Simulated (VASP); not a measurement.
# CoSi (P2_13) in VASP: further runs, part 2 of 2

VASP 6.6.1. Earlier steps stand in the parts before.

## 3. Single point, PBE, collinear spin, typed start

File INCAR:

```
PREC = Accurate ; ENCUT = 520
EDIFF = 1E-6 ; ISMEAR = -1
SIGMA = 0.05 ; LREAL = F
LASPH = T ; NELM = 150
ALGO = Normal ; ISIF = 2
LWAVE = F ; LCHARG = F
ISPIN = 2 ; MAGMOM = 2 2 2 2 0 0 0 0
LORBIT = 11 ; LMAXMIX = 4
GGA = PE ; NBANDS = 40
```

File KPOINTS:

```
regular mesh
0
Gamma
  6 6 6
```

File POSCAR:

```
CoSi
1.0
    4.4380000000      0.0000000000      0.0000000000
    0.0000000000      4.4380000000      0.0000000000
    0.0000000000      0.0000000000      4.4380000000
Co Si
4 4
Direct
    0.8600000000      0.6400000000      0.3600000000
    0.6400000000      0.3600000000      0.8600000000
    0.3600000000      0.8600000000      0.6400000000
    0.1400000000      0.1400000000      0.1400000000
    0.1570000000      0.3430000000      0.6570000000
    0.3430000000      0.6570000000      0.1570000000
    0.6570000000      0.1570000000      0.3430000000
    0.8430000000      0.8430000000      0.8430000000
```

Potentials or basis: VASP PAW PBE potentials, release 64 (Co, Si).

Started as:

```bash
$ cat potpaw_PBE.64/Co/POTCAR potpaw_PBE.64/Si/POTCAR > POTCAR
$ mpirun -np 1 vasp_std > vasp.out
```

OUTCAR:

```text
PREC = Accurate
   ENCUT = 520
   EDIFF = 1E-6
   ISMEAR = -1
   LREAL = F
   LASPH = T
   NELM = 150
   ISIF = 2
   ISPIN = 2
   LORBIT = 11
   GGA = PE

 ion  position               nearest neighbor table
   1  0.860  0.640  0.360-   5 2.28   6 2.33   7 2.33   8 2.33   7 2.47   8 2.47   6 2.47   2 2.72
                             2 2.72   4 2.72   4 2.72   3 2.72   3 2.72
   2  0.640  0.360  0.860-   6 2.28   5 2.33   7 2.33   8 2.33   5 2.47   7 2.47   8 2.47   1 2.72
                             1 2.72   3 2.72   3 2.72   4 2.72   4 2.72
   3  0.360  0.860  0.640-   7 2.28   6 2.33   5 2.33   8 2.33   6 2.47   5 2.47   8 2.47   4 2.72
                             2 2.72   2 2.72   4 2.72   1 2.72   1 2.72
   4  0.140  0.140  0.140-   8 2.28   6 2.33   7 2.33   5 2.33   6 2.47   5 2.47   7 2.47   1 2.72
                             3 2.72   3 2.72   1 2.72   2 2.72   2 2.72
   5  0.157  0.343  0.657-   1 2.28   2 2.33   3 2.33   4 2.33   3 2.47   4 2.47   2 2.47   8 2.75
                             6 2.75   6 2.75   8 2.75   7 2.75   7 2.75
   6  0.343  0.657  0.157-   2 2.28   1 2.33   3 2.33   4 2.33   1 2.47   3 2.47   4 2.47   8 2.75
                             5 2.75   5 2.75   7 2.75   7 2.75   8 2.75
   7  0.657  0.157  0.343-   3 2.28   2 2.33   1 2.33   4 2.33   2 2.47   1 2.47   4 2.47   8 2.75
                             8 2.75   5 2.75   6 2.75   6 2.75   5 2.75
[... 2211 lines left out ...]
  volume of cell :       87.41
      direct lattice vectors                 reciprocal lattice vectors
     4.438000000  0.000000000  0.000000000     0.225326724  0.000000000  0.000000000
     0.000000000  4.438000000  0.000000000     0.000000000  0.225326724  0.000000000
     0.000000000  0.000000000  4.438000000     0.000000000  0.000000000  0.225326724

 POSITION                                       TOTAL-FORCE (eV/Angst)
 -----------------------------------------------------------------------------------
      3.81668      2.84032      1.59768        -0.155957      0.155957     -0.155957
      2.84032      1.59768      3.81668         0.155957     -0.155957     -0.155957
      1.59768      3.81668      2.84032        -0.155957     -0.155957      0.155957
      0.62132      0.62132      0.62132         0.155957      0.155957      0.155957
      0.69677      1.52223      2.91577         0.020827     -0.020827      0.020827
      1.52223      2.91577      0.69677        -0.020827      0.020827      0.020827
      2.91577      0.69677      1.52223         0.020827      0.020827     -0.020827
      3.74123      3.74123      3.74123        -0.020827     -0.020827     -0.020827
 -----------------------------------------------------------------------------------
    total drift:                               -0.000000      0.000000      0.000000

  FREE ENERGIE OF THE ION-ELECTRON SYSTEM (eV)
  ---------------------------------------------------
  free  energy   TOTEN  =       -54.7323704801 eV

  energy  without entropy=      -54.7177950263  energy(sigma->0) =      -54.72508275

 total charge

# of ion       s       p       d       tot
------------------------------------------
    1        0.434   0.616   7.565   8.614
    2        0.434   0.616   7.565   8.614
    3        0.434   0.616   7.565   8.614
    4        0.434   0.616   7.565   8.614
    5        0.728   0.882   0.000   1.609
    6        0.728   0.882   0.000   1.609
    7        0.728   0.882   0.000   1.609
    8        0.728   0.882   0.000   1.609
--------------------------------------------------
tot          4.647   5.989  30.258  40.894

 magnetization (x)

# of ion       s       p       d       tot
------------------------------------------
    1        0.000   0.000  -0.000  -0.000
    2        0.000   0.000  -0.000  -0.000
    3        0.000   0.000  -0.000  -0.000
    4        0.000   0.000  -0.000  -0.000
    5        0.000   0.000   0.000   0.000
    6        0.000   0.000   0.000   0.000
    7        0.000   0.000   0.000   0.000
    8        0.000   0.000   0.000   0.000
--------------------------------------------------
tot          0.000   0.000  -0.000  -0.000
```

Wall time 1.8 min (1 thread of AMD EPYC 9R45 (Zen 5), shared host); peak memory 0.27 GiB.

What came out:

```yaml
Free_energy: -54.7324 eV
Pressure: -0.3 GPa
Largest_force: 0.270 eV/Å
Band_gap_on_the_k_mesh: none (metal or under the smearing width)
Net_moment: 0.00 μB per cell
Valence_electrons_inside_the_program's_atomic_spheres: Co 8.61; Si 1.61
```

Forces in eV/Å, atoms in the order of the input:
```
Co  -0.156  0.156 -0.156
Co   0.156 -0.156 -0.156
Co  -0.156 -0.156  0.156
Co   0.156  0.156  0.156
Si   0.021 -0.021  0.021
Si  -0.021  0.021  0.021
Si   0.021  0.021 -0.021
Si  -0.021 -0.021 -0.021
```

Caveat: the starting moments collapsed, and a magnetic state may lie lower.

## 4. Single point, PBE+D4, collinear spin, typed start

This run uses another cell than the first one, of 10.54 Å³/atom, 0.965 times its volume.

File INCAR:

```
ALGO = Fast
EDIFF = 1E-6
ENCUT = 520
GGA = PE
ISIF = 2
ISMEAR = -1
ISPIN = 2
IVDW = 13
LASPH = True
LCHARG = False
LMAXMIX = 4
LORBIT = 11
LREAL = False
LWAVE = False
MAGMOM = 2 2 2 2 0 0 0 0
NBANDS = 40
NELM = 150
PREC = Accurate
SIGMA = 0.05
```

File KPOINTS:

```
k-points
0
Gamma
  6 6 6
```

File POSCAR:

```
CoSi
1.0
    4.3857182710      0.0000000000      0.0000000000
    0.0000000000      4.3857182710      0.0000000000
    0.0000000000      0.0000000000      4.3857182710
Co Si
4 4
Direct
    0.8540046412      0.6459953588      0.3540046412
    0.6459953588      0.3540046412      0.8540046412
    0.3540046412      0.8540046412      0.6459953588
    0.1459953588      0.1459953588      0.1459953588
    0.1563709349      0.3436290651      0.6563709349
    0.3436290651      0.6563709349      0.1563709349
    0.6563709349      0.1563709349      0.3436290651
    0.8436290651      0.8436290651      0.8436290651
```

Started as:

```bash
$ cat potpaw_PBE.64/Co/POTCAR potpaw_PBE.64/Si/POTCAR > POTCAR
$ mpirun -np 1 vasp_std > vasp.out
```

Wall time 2.7 min (1 thread of Intel Xeon Platinum 8375C at 2.90GHz (Ice Lake), shared host); peak memory 0.3 GiB.

Results (log left out):

* Free energy: -58.8537 eV
* Pressure: -0.2 GPa
* Band gap on the k mesh: none (metal or under the smearing width)
* Net moment: 0.00 μB per cell
* Valence electrons inside the program's atomic spheres: Co 8.70; Si 1.63
* Dispersion energy per atom: -0.519 eV

Forces on the atoms (eV/Å):
```
Co  -0.001  0.001 -0.001
Co   0.001 -0.001 -0.001
Co  -0.001 -0.001  0.001
Co   0.001  0.001  0.001
Si   0.001 -0.001  0.001
Si  -0.001  0.001  0.001
Si   0.001  0.001 -0.001
Si  -0.001 -0.001 -0.001
```

Levels at points of the mesh, in eV from the Fermi level:
Spin up:
```csv
k point,band 22,band 23,band 24,band 25,band 26,band 27,band 28,band 29,band 30,band 31
"(0.00, 0.00, 0.00)",-0.98,-0.84,-0.84,-0.04,-0.04,-0.04,2.60,2.60,2.60,2.97
"(0.50, 0.00, 0.00)",-1.12,-0.70,-0.70,-0.54,-0.54,1.01,1.01,1.56,1.56,4.35
"(0.50, 0.50, 0.00)",-1.57,-1.07,-1.07,-0.07,-0.07,0.59,0.59,2.09,2.09,2.58
"(0.50, 0.50, 0.50)",-1.31,-1.31,-1.31,-0.26,-0.26,-0.26,-0.26,5.59,5.59,5.59
```
Spin down:
| k point | band 23 | band 24 | band 25 | band 26 | band 27 | band 28 | band 29 | band 30 |
| --- | --- | --- | --- | --- | --- | --- | --- | --- |
| (0.00, 0.00, 0.00) | -0.84 | -0.84 | -0.04 | -0.04 | -0.04 | 2.60 | 2.60 | 2.60 |
| (0.50, 0.00, 0.00) | -0.70 | -0.70 | -0.54 | -0.54 | 1.01 | 1.01 | 1.56 | 1.56 |
| (0.50, 0.50, 0.00) | -1.07 | -1.07 | -0.07 | -0.07 | 0.59 | 0.59 | 2.09 | 2.09 |
| (0.50, 0.50, 0.50) | -1.31 | -1.31 | -0.26 | -0.26 | -0.26 | -0.26 | 5.59 | 5.59 |

Caveat: the starting moments collapsed, and a magnetic state may lie lower; pairwise dispersion overbinds metals, which lowers pressure and volume.
